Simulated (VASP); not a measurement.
An input for Ansatz (written as the equivalent of a VASP run, and not itself run):

Ansatz 0.2 input:
```yaml
crystal:
  lattice:
    - [0.0000000, 2.5372320, 2.5372320]
    - [2.5372320, 0.0000000, 2.5372320]
    - [2.5372320, 2.5372320, 0.0000000]
  atoms:
    - { symbol: In, position: [0.0000000, 0.0000000, 0.0000000] }
    - { symbol: N, position: [0.2500000, 0.2500000, 0.2500000] }
kpoints:
  mp_grid: { grid: [5, 5, 5] }
hamiltonian:
  xc: pbe
  pseudopotentials: { kind: paw }
scf:
  occupations: { method: gaussian, width: 0.05 }
  max_iter: 100
output: { forces: true, stress: true, eigenvalues: true }
```

Task: Translate this input to VASP (INCAR, KPOINTS, POSCAR, choice of POTCAR).

Result: Several could match; the one computed here: 
INCAR:
```
PREC=Accurate
NELM=100   # most electronic steps
EDIFF=1E-6   # SCF stop (eV)
LWAVE=F
SYSTEM=InN
LMAXMIX=4   # l cut-off of mixed one-centre charges
GGA=PE   # PBE
LREAL=F
ENCUT=400   # plane-wave cut-off (eV)
ISIF=2   # forces and stress, cell fixed
LASPH=T   # aspherical one-centre terms
SIGMA=0.05   # width (eV)
ISMEAR=0   # Gaussian
LCHARG=F
ALGO=Normal   # blocked Davidson
```

KPOINTS:
```
Automatic mesh
0
Gamma
5 5 5
0 0 0
```

POSCAR:
```
InN
1
    0.0000000000     2.5372320000     2.5372320000
    2.5372320000     0.0000000000     2.5372320000
    2.5372320000     2.5372320000     0.0000000000
In N
1 1
Direct
  0.0000000000   0.0000000000   0.0000000000
  0.2500000000   0.2500000000   0.2500000000
```

POTCAR, in this order: In_d N (PBE.64 set). Program: vasp_std.

What does not carry over: each code has its own PAW files, so the cut-off isn't converted (ENCUT is set for VASP's; basis.ecutwfc is left out, and Ansatz then takes the one that its files recommend); Ansatz stops its SCF on the density residual and VASP on the energy change (EDIFF).

The structure comes from a computed database's InN entry; how it stands against other phases isn't given here. The cell was not relaxed at this level. The k-mesh is coarse (spacing up to 0.43 per Å, 2π included), so the numbers may not be converged in it. The run is one of a series of settings (KPOINTS 5×5×5 Γ-centred mesh against the base run), some of them coarse on purpose.
